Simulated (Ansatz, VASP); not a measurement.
HN2Cl: VASP beside Ansatz

```
Cl H N
1.0
     6.88942    0.00000    0.00000
     0.00000    6.88942    0.00000
     0.00000    0.00000    6.88942
Cl H N
3 3 6
Direct
  0.35972 0.83717 0.23863
  0.27790 0.32035 0.04637
  0.09145 0.49855 0.55369
  0.52003 0.75375 0.18959
  0.24063 0.49603 0.99063
  0.19352 0.59859 0.43118
  0.62406 0.60601 0.82990
  0.62087 0.54696 0.68127
  0.80868 0.19318 0.19057
  0.82479 0.03728 0.22152
  0.64956 0.07039 0.70380
  0.49292 0.04777 0.68002
```

Alike in both runs: functional PBE; dispersion D3(BJ); k mesh 1 × 1 × 1; occupations fermi-dirac, width 0.02 eV; no spin polarisation.

Ansatz relaxed the structure, and its values are those at the end. VASP's run is a single point on that final structure, the one shown.

```csv
,VASP,Ansatz
version,VASP 6.6.1,Ansatz 0.2.0
potentials or method,"VASP PAW PBE potentials, release 64 (Cl, H, N)","scalar-relativistic, plane waves, PAW"
plane-wave cutoff (eV),520,420
valence electrons in the cell,54,54
```

VASP gave:

```
rms of the force components (eV/Å) : 0.721
dispersion energy (meV/atom)       : -50.9
```

Which values does Ansatz return?

rms of the force components (eV/Å): 0.073; dispersion energy (meV/atom): -50.9.

One of these differences is far larger than is usual between the two programs; its cause wasn't traced.

Caveats: the standard files for N, O and F lose accuracy on very short bonds.
